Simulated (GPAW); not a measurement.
WS2 (Tungstenite), 6 atoms in the cell. It takes space group P6_3/mmc (No. 194, hexagonal). The conventional cell has a = 3.222 Å, b = 3.222 Å, c = 12.664 Å, α = 90.00°, β = 90.00°, γ = 120.00°. Around W (site symmetry -6m2) lie 6 S at 2.44 Å. S (site symmetry 3m) has 3 W at 2.44 Å as nearest neighbours. 

| Property | Result |
| --- | --- |
| Program | GPAW 26.7.0 |
| Task | dielectric tensor |
| Functional | LDA |
| Potentials or basis | the program's PAW data sets (release 1.2.1) made for this functional |
| Cutoff | 400 eV |
| Basis | pw |
| k mesh | 8 × 8 × 2 |
| Occupations | fermi-dirac, width 0.001 eV |
| Spin | no spin polarisation |
| Response ecut | 80 eV |
| Maxiter | 150 |
| Response k mesh | 13 × 13 × 3 |
| Response bands | 74 |
| Kernels | ["RPA"] |
| Coarser k mesh | 13 × 13 × 3 |

Potentials or basis: the program's PAW data sets (release 1.2.1) made for this functional, pw.

Command:

```sh
$ OMP_NUM_THREADS=1 python run.py
```

Hardware: 1 thread of Arm Neoverse V2 (shared host).

Problem. How long does it take, and how much memory?

Solution. Run time: 5 min on 1 thread of Arm Neoverse V2 (shared host), peak memory 0.55 GiB. Counts: scf iterations 33, plane waves 2100, bands 46, k points 20.
